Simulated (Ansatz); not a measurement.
BaTiO3, DFT, PBE, PAW with Ansatz's default frozen-core files, scalar-relativistic (Ansatz 0.2.0), run on 2 threads of Arm Neoverse V1 on a shared host.

The cell is COD entry 9014756, as deposited and not checked against the literature; nothing was relaxed. The listed cell was then made from it by scaling, straining or moving an atom.

Command: `ansatz run input.yaml --threads 2 --pin off --max-ram 6144MiB --backend cpu --events-out ev --progress --plain --runs-dir out`

```yaml
crystal:
  lattice:
    - [2.7699444471, 1.5992281722, 2.2704176869]
    - [-2.7699444471, 1.5992281722, 2.2704176869]
    - [0.0, -3.1984563444, 2.2704176869]
  atoms:
    - { symbol: Ba, position: [0.0, 0.0, 0.0] }
    - { symbol: Ti, position: [0.514, 0.514, 0.514] }
    - { symbol: O, position: [0.4916, 0.4916, 0.9815] }
    - { symbol: O, position: [0.4916, 0.9815, 0.4916] }
    - { symbol: O, position: [0.9815, 0.4916, 0.4916] }
kpoints:
  mp_grid: { grid: [9, 9, 9] }
scf:
  occupations: { method: fermi_dirac, width: 0.05 }
hamiltonian:
  xc: pbe
  pseudopotentials: { kind: paw }
output:
  forces: true
  stress: true
  eigenvalues: true
  efg: { contact_densities: true }
```

How large is the problem that the program sets up?

85 irreducible k-points, 1195 plane waves at Γ, 25 bands.

Estimate the wall time and the peak memory.

9.1 s of wall time for 6 SCF iterations, with a peak of 0.51 GiB. Times on shared machines scatter by tens of per cent.

And the same cell and mesh by all-electron PAW (datasets made for this crystal), asked for forces, stress, eigenvalues, efg, on the same hardware?

66 s, peak memory 1.8 GiB.
